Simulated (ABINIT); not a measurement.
Crystal: Sb.

```
CELL_PARAMETERS angstrom
3.35453 0.00000 0.00000
-1.67727 2.90511 0.00000
0.00000 0.00000 5.47016
ATOMIC_POSITIONS crystal
Sb 0.66667 0.33333 0.75000
Sb 0.33333 0.66667 0.25000
```

This isn't the form of Sb at room conditions, which is rhombohedral.

Base run:

* Program: ABINIT 10.8.3 (patched build)
* Functional: PBEsol
* Potentials or basis: PseudoDojo NC SR PBEsol v0.4.1 standard
* Cutoff: 980 eV
* k mesh: 7 × 7 × 4
* Occupations: fermi-dirac, width 0.05 eV
* Spin: no spin polarisation

Its results: band gap on the k mesh none (metal or under the smearing width); pressure -2.9 GPa.

Problem. The run is repeated on the same cell with these changes: potentials or basis from PseudoDojo NC SR PBEsol v0.4.1 standard to PseudoDojo NC SR PBEsol v0.4 stringent; cutoff from 980 eV to 1252 eV; valence electrons from 30 to 46. What comes out?

Solution. Band gap on the k mesh none (metal or under the smearing width); pressure -2.1 GPa.
